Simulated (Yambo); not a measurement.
Input of a Yambo 5.3.0 run:

Contents of hf2.in:

```
rim_cut
HF_and_locXC
RandQpts= 1000000
RandGvec= 50 RL
EXXRLvcs= 84 Ry
VXCRLvcs= 84 Ry
% QPkrange
 1 | 1 | 7 | 11 |
 10 | 10 | 7 | 11 |
%
```

Contents of scf.in:

```
&CONTROL
  calculation = 'scf'
  prefix = 'pwscf'
  outdir = './tmp'
  pseudo_dir = './pseudo'
/
&SYSTEM
  ibrav = 0
  A = 3.37784909
  nat = 2
  ntyp = 2
  ecutwfc = 84
  nbnd = 15
  occupations = 'smearing'
  smearing = 'fd'
  degauss = 0.00367493
  force_symmorphic = .true.
/
&ELECTRONS
  conv_thr = 4d-10
  electron_maxstep = 120
  mixing_beta = 0.5
/
ATOMIC_SPECIES
As    74.9216 As.upf
B     10.8100 B.upf
CELL_PARAMETERS alat
   0.0000000000    0.7071067820    0.7071067820
   0.7071067820    0.0000000000    0.7071067820
   0.7071067820    0.7071067820    0.0000000000
ATOMIC_POSITIONS alat
As     1.0606601730    1.0606601730    1.0606601730
B      0.0000000000    0.0000000000    0.0000000000
K_POINTS automatic
10 10 10 0 0 0
```

nscf.in

```
&CONTROL
  calculation = 'nscf'
  prefix = 'pwscf'
  outdir = './tmp'
  pseudo_dir = './pseudo'
/
&SYSTEM
  ibrav = 0
  A = 3.37784909
  nat = 2
  ntyp = 2
  ecutwfc = 84
  nbnd = 159
  occupations = 'fixed'
  force_symmorphic = .true.
/
&ELECTRONS
  conv_thr = 1d-08
  diago_full_acc = .true.
  diago_thr_init = 1d-06
/
ATOMIC_SPECIES
As    74.9216 As.upf
B     10.8100 B.upf
CELL_PARAMETERS alat
   0.0000000000    0.7071067820    0.7071067820
   0.7071067820    0.0000000000    0.7071067820
   0.7071067820    0.7071067820    0.0000000000
ATOMIC_POSITIONS alat
As     1.0606601730    1.0606601730    1.0606601730
B      0.0000000000    0.0000000000    0.0000000000
K_POINTS automatic
6 6 6 0 0 0
```

Potentials or basis: PseudoDojo 0.4.1 SR PBEsol standard.

The run is started by

```bash
$ OMP_NUM_THREADS=1 pw.x -in scf.in > scf.out
$ OMP_NUM_THREADS=1 pw.x -in nscf.in > nscf.out
$ cd tmp/pwscf.save; p2y; mv SAVE ../..; cd ../..
$ OMP_NUM_THREADS=1 yambo
$ mkdir -p hf2; ln -s $PWD/g0w00/ndb.RIM hf2/
$ OMP_NUM_THREADS=1 yambo -F hf2.in -J hf2 -C hf2_out
```

(1) Estimate the quasiparticle gap.

(2) Predict the least direct quasiparticle gap.

(3) What does it give for the band gap of the same states before the correction?

(4) Predict the quasiparticle gap at Γ.

(5) What does it give for the band gap on the k mesh, mean-field level?

Answers

(1) 6.83 eV.

(2) 9.03 eV.

(3) 1.10 eV.

(4) 9.03 eV.

(5) 1.20 eV, indirect (least direct gap 3.26 eV).

Caveat: the potentials hold a filled d shell without the s and p states of that shell, which can shift GW gaps by tenths of an eV, either way; this k mesh misses the band edges, so its gaps are larger than the crystal's; the quasiparticle gap listed is the Kohn-Sham gap on the denser mesh of the self-consistent run plus the correction found on the GW mesh, so it differs from the gap in the log.
